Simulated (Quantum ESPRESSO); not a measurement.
La:

```
La
1.0
    -2.12383    2.12383    2.12383
     2.12383   -2.12383    2.12383
     2.12383    2.12383   -2.12383
La
1
Direct
  0.00000 0.00000 0.00000
```

This isn't the form of La at room conditions, which is double hcp.

```yaml
Program: Quantum ESPRESSO 7.5
Task: single point
Functional: PBEsol
Potentials_or_basis: GBRV 1.5 PBEsol
Cutoff: 612 eV
Density_cutoff: 4898 eV
k_mesh: 9 × 9 × 9
Occupations: fermi-dirac, width 0.05 eV
Spin: no spin polarisation
```

On this cell: pressure -2.4 GPa; band gap on the k mesh none (metal or under the smearing width).

The same run follows on a disturbed copy (cell strained at random at fixed volume):

```
La
1.0
    -2.10448    2.17934    2.12452
     2.13820   -2.12912    2.10803
     2.08475    2.10940   -2.07430
La
1
Direct
  0.98387 0.98284 0.98506
```

Task: What changes?

Result: The energy (extrapolated to zero smearing) moves by -0.5 meV/atom; pressure -2.4 GPa; band gap on the k mesh none (metal or under the smearing width).

Stress tensor (GPa, compression positive):
```
-2.67  0.07 -0.11
 0.07 -2.03 -0.14
-0.11 -0.14 -2.56
```
